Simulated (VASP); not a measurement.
**Input and output of a VASP PBE with spin–orbit coupling single-point calculation on YN (rocksalt)**

INCAR

```
LWAVE = .FALSE.
EDIFF = 1E-7
ISIF = 2
LSORBIT = .TRUE.
PREC = Accurate
NBANDS = 27
IBRION = -1
LASPH = .TRUE.
NSW = 0
LCHARG = .FALSE.
ENCUT = 520
ISMEAR = -1
NELM = 120
MAGMOM = 0.0 0.0 0.0 0.0 0.0 0.0
LREAL = .FALSE.
GGA_COMPAT = .FALSE.
GGA = PE
SIGMA = 0.02
```

KPOINTS

```
KPOINTS created by Atomic Simulation Environment
0
Gamma
10 10 10
0 0 0
```

KPOINTS_OPT

```
special points
6
Reciprocal
0.0000000000 0.0000000000 0.0000000000 1
0.5000000000 0.0000000000 0.5000000000 1
0.5000000000 0.2500000000 0.7500000000 1
0.3750000000 0.3750000000 0.7500000000 1
0.5000000000 0.5000000000 0.5000000000 1
0.6250000000 0.2500000000 0.6250000000 1
```

POSCAR

```
Y  N
 1.0000000000000000
     0.0000000000000000    2.4480481424659373    2.4480481424659373
     2.4480481424659373    0.0000000000000000    2.4480481424659373
     2.4480481424659373    2.4480481424659373   -0.0000000000000000
 Y   N
   1   1
Cartesian
 -0.0000000000000000 -0.0000000000000000 -0.0000000000000000
  2.4480481424659368  2.4480481424659368  2.4480481424659368
```

VASP ran with the recommended PBE PAW datasets (16 valence electrons in the cell).

Command

```
mpirun -np 1 vasp_ncl
```

OSZICAR

```
N       E                     dE             d eps       ncg     rms          rms(c)
DAV:   1     0.762002538636E+02    0.76200E+02   -0.80993E+03  2538   0.119E+03
DAV:   2    -0.160646824987E+02   -0.92265E+02   -0.85284E+02  3131   0.291E+02
DAV:   3    -0.217347140480E+02   -0.56700E+01   -0.56108E+01  3850   0.572E+01
DAV:   4    -0.219727167147E+02   -0.23800E+00   -0.23767E+00  3367   0.932E+00
DAV:   5    -0.219759642900E+02   -0.32476E-02   -0.32473E-02  3260   0.104E+00    0.313E+01
DAV:   6    -0.184528463287E+02    0.35231E+01   -0.12092E+01  3134   0.278E+01    0.324E+01
DAV:   7    -0.182985468819E+02    0.15430E+00   -0.12541E+00  2999   0.807E+00    0.239E+01
DAV:   8    -0.182915190558E+02    0.70278E-02   -0.34278E-01  3282   0.504E+00    0.977E+00
DAV:   9    -0.182759489788E+02    0.15570E-01   -0.45837E-02  3088   0.172E+00    0.128E+00
DAV:  10    -0.182751192738E+02    0.82970E-03   -0.22450E-03  3458   0.425E-01    0.829E-01
DAV:  11    -0.182753206355E+02   -0.20136E-03   -0.67071E-04  2932   0.253E-01    0.330E-01
DAV:  12    -0.182753492013E+02   -0.28566E-04   -0.10581E-04  2802   0.100E-01    0.111E-01
DAV:  13    -0.182753474903E+02    0.17109E-05   -0.82716E-06  3721   0.259E-02    0.104E-02
DAV:  14    -0.182753476667E+02   -0.17640E-06   -0.85863E-07  3583   0.669E-03    0.425E-03
DAV:  15    -0.182753475692E+02    0.97590E-07   -0.11678E-07  2634   0.329E-03
   1 F= -.18275348E+02 E0= -.18275341E+02  d E =-.127463E-04  mag=    -0.0000    -0.0000     0.0000
       N       E                     dE             ncg
DAV:   1    -0.452730819278E+03   -0.36981E+04      324
DAV:   2    -0.940316878265E+03   -0.48759E+03      393
DAV:   3    -0.972719383516E+03   -0.32403E+02      509
DAV:   4    -0.973898641025E+03   -0.11793E+01      430
DAV:   5    -0.973913129799E+03   -0.14489E-01      437
DAV:   6    -0.973913322650E+03   -0.19285E-03      428
DAV:   7    -0.973913326086E+03   -0.34356E-05      445
DAV:   8    -0.973913326114E+03   -0.28006E-07      367
```

From OUTCAR

```
k-points           NKPTS =     47   k-points in BZ     NKDIM =     47   number of bands    NBANDS=     27

   NELECT =      16.0000    total number of electrons

   dimension x,y,z NGX =    28 NGY =   28 NGZ =   28
   dimension x,y,z NGXF=    56 NGYF=   56 NGZF=   56

  energy-cutoff  :      520.00
  volume of cell :       29.34
      direct lattice vectors                 reciprocal lattice vectors
     0.000000000  2.448048142  2.448048142    -0.204244349  0.204244349  0.204244349
     2.448048142  0.000000000  2.448048142     0.204244349 -0.204244349  0.204244349
     2.448048142  2.448048142  0.000000000     0.204244349  0.204244349 -0.204244349

 k-points in reciprocal lattice and weights: KPOINTS created by Atomic Simulation Env
   0.00000000  0.00000000  0.00000000       0.001
   0.10000000  0.00000000  0.00000000       0.008
   0.20000000  0.00000000  0.00000000       0.008
   0.30000000  0.00000000  0.00000000       0.008
   0.40000000  0.00000000  0.00000000       0.008
   0.50000000  0.00000000  0.00000000       0.004
   0.10000000  0.10000000  0.00000000       0.006
   0.20000000  0.10000000  0.00000000       0.024
   ...

 E-fermi :   4.2299

 k-point     1 :       0.0000    0.0000    0.0000
  band No.  band energies     occupation
      1     -36.7250      1.00000
      2     -36.7250      1.00000
      3     -17.3376      1.00000
      4     -17.3376      1.00000
      5     -15.9001      1.00000
      6     -15.9001      1.00000
      7     -15.9001      1.00000
      8     -15.9001      1.00000
      9      -8.7755      1.00000
     10      -8.7755      1.00000
     11       4.0914      0.99902
     12       4.0914      0.99902
     13       4.1448      0.98600
     14       4.1448      0.98600
     15       4.1448      0.98600
     16       4.1448      0.98600
     17       7.2417      0.00000
     18       7.2417      0.00000
     19       7.2417      0.00000
     20       7.2417      0.00000
     21       7.2955      0.00000
     22       7.2955      0.00000
     23       8.2402      0.00000
     24       8.2402      0.00000
     25       9.2295      0.00000
     26       9.2295      0.00000
     27       9.2295      0.00000

 k-point     2 :       0.1000    0.0000    0.0000
  band No.  band energies     occupation
      1     -36.7139      1.00000
      2     -36.7139      1.00000
      3     -17.3787      1.00000
      4     -17.3787      1.00000
      5     -15.9892      1.00000
      6     -15.9892      1.00000
      7     -15.9085      1.00000
      8     -15.9085      1.00000
      9      -8.6030      1.00000
     10      -8.6030      1.00000
     11       3.5012      1.00000
     12       3.5012      1.00000
     13       3.7773      1.00000
     14       3.7773      1.00000
     15       3.8028      1.00000
     16       3.8028      1.00000
     17       7.3312      0.00000
     18       7.3312      0.00000
     19       7.4887      0.00000
     20       7.4887      0.00000
     21       7.5222      0.00000
     22       7.5222      0.00000
     23       8.8205      0.00000
     24       8.8205      0.00000
     25       9.7297      0.00000
     26       9.7309      0.00000
     27       9.7330      0.00000

 k-point     3 :       0.2000    0.0000    0.0000
  band No.  band energies     occupation
      1     -36.6849      1.00000
      2     -36.6849      1.00000
      3     -17.4989      1.00000
      4     -17.4989      1.00000
      5     -16.1897      1.00000
      6     -16.1897      1.00000
      7     -15.9302      1.00000
      8     -15.9302      1.00000
      9      -8.1623      1.00000
     10      -8.1623      1.00000
     11       2.3016      1.00000
     12       2.3016      1.00000
     13       3.0988      1.00000
     14       3.0988      1.00000
     15       3.1125      1.00000
     16       3.1125      1.00000
     17       7.5540      0.00000
     18       7.5540      0.00000
     19       8.1399      0.00000
     20       8.1399      0.00000
     21       8.1647      0.00000
     22       8.1647      0.00000
     23      10.0336      0.00000
     24      10.0336      0.00000
     25      10.9260      0.00000
     26      10.9282      0.00000
     27      10.9363      0.00000

 k-point     4 :       0.3000    0.0000    0.0000
  band No.  band energies     occupation
      1     -36.6488      1.00000
      2     -36.6488      1.00000
      3     -17.6717      1.00000
      4     -17.6717      1.00000
      5     -16.3812      1.00000
      6     -16.3812      1.00000
      7     -15.9568      1.00000
      8     -15.9568      1.00000
      9      -7.6287      1.00000
     10      -7.6287      1.00000
     11       1.1596      1.00000
     12       1.1596      1.00000
     13       2.4638      1.00000
     14       2.4638      1.00000
     15       2.4685      1.00000
     16       2.4685      1.00000
     17       8.1053      0.00000
     18       8.1053      0.00000
     19       9.0647      0.00000
     20       9.0647      0.00000
     21       9.0895      0.00000
     22       9.0895      0.00000
     23      11.1064      0.00000
     24      11.1064      0.00000
     25      12.3468      0.00000
     26      12.3553      0.00000
     27      12.3646      0.00000

 k-point     5 :       0.4000    0.0000    0.0000
  band No.  band energies     occupation
      1     -36.6192      1.00000
      2     -36.6192      1.00000
      3     -17.8275      1.00000
      4     -17.8275      1.00000
      5     -16.4998      1.00000
      6     -16.4998      1.00000
      7     -15.9781      1.00000
      8     -15.9781      1.00000
      9      -7.1933      1.00000
     10      -7.1933      1.00000
     11       0.3539      1.00000
     12       0.3539      1.00000
     13       2.0403      1.00000
     14       2.0403      1.00000
     15       2.0409      1.00000
     16       2.0409      1.00000
     17       9.0175      0.00000
     18       9.0175      0.00000
     19      10.0093      0.00000
     20      10.0093      0.00000
     21      10.0425      0.00000
     22      10.0425      0.00000
     23      11.3156      0.00000
     24      11.3156      0.00000
     25      13.6193      0.00000
     26      13.6405      0.00000
     27      13.6444      0.00000

 k-point     6 :       0.5000    0.0000    0.0000
  band No.  band energies     occupation
      1     -36.6079      1.00000
      2     -36.6079      1.00000
      3     -17.8898      1.00000
      4     -17.8898      1.00000
      5     -16.5382      1.00000
      6     -16.5382      1.00000
      7     -15.9862      1.00000
      8     -15.9862      1.00000
      9      -7.0232      1.00000
     10      -7.0232      1.00000
     11       0.0602      1.00000
     12       0.0602      1.00000
     13       1.8919      1.00000
     14       1.8919      1.00000
     15       1.8942      1.00000
     16       1.8942      1.00000
     17       9.8003      0.00000
     18       9.8003      0.00000
     19      10.4523      0.00000
     20      10.4523      0.00000
     21      10.4932      0.00000
     22      10.4932      0.00000
     23      10.8331      0.00000
     24      10.8331      0.00000
     25      14.2392      0.00000
     26      14.2439      0.00000
     27      14.2663      0.00000

 k-point     7 :       0.1000    0.1000    0.0000
  band No.  band energies     occupation
      1     -36.7103      1.00000
      2     -36.7103      1.00000
      3     -17.3903      1.00000
      4     -17.3903      1.00000
      5     -15.9963      1.00000
      6     -15.9963      1.00000
      7     -15.9329      1.00000
      8     -15.9329      1.00000
      9      -8.5594      1.00000
     10      -8.5594      1.00000
     11       3.0601      1.00000
     12       3.0601      1.00000
     13       3.9149      1.00000
     14       3.9149      1.00000
     15       3.9561      1.00000
     16       3.9561      1.00000
     17       6.8185      0.00000
     18       6.8185      0.00000
     19       7.8458      0.00000
     20       7.8458      0.00000
     21       7.8830      0.00000
     22       7.8830      0.00000
     23       8.6510      0.00000
     24       8.6510      0.00000
     25       9.3636      0.00000
     26       9.3636      0.00000
     27      10.5080      0.00000

 ...

  Total        0.1489486      0.1489486      0.1489486      0.0000000      0.0000000     -0.0000000
  in kB        8.1331188      8.1331188      8.1331188      0.0000000      0.0000000     -0.0000000
  external PRESSURE =       8.1331188 kB  Pullay stress =       0.0000000 kB

 POSITION                                       TOTAL-FORCE (eV/Angst)
 -----------------------------------------------------------------------------------
      0.00000      0.00000      0.00000         0.000000     -0.000000      0.000000
      2.44805      2.44805      2.44805        -0.000000      0.000000     -0.000000
 -----------------------------------------------------------------------------------
    total drift:                                0.000000      0.000000      0.000000

  FREE ENERGIE OF THE ION-ELECTRON SYSTEM (eV)
  ---------------------------------------------------
  free  energy   TOTEN  =       -18.2753475692 eV

  energy  without entropy=      -18.2753348228  energy(sigma->0) =      -18.27534120
```

| Quantity | Value |
| --- | --- |
| gap between bands v and c | 0.18 eV |
| least direct gap | 0.54 eV |

Band v is the last that the valence electrons fill when counted band by band, and c is the next.

The run took about 1.8 min on one core of a shared host (Intel Xeon Platinum 8488C) and held 0.29 GiB at most.
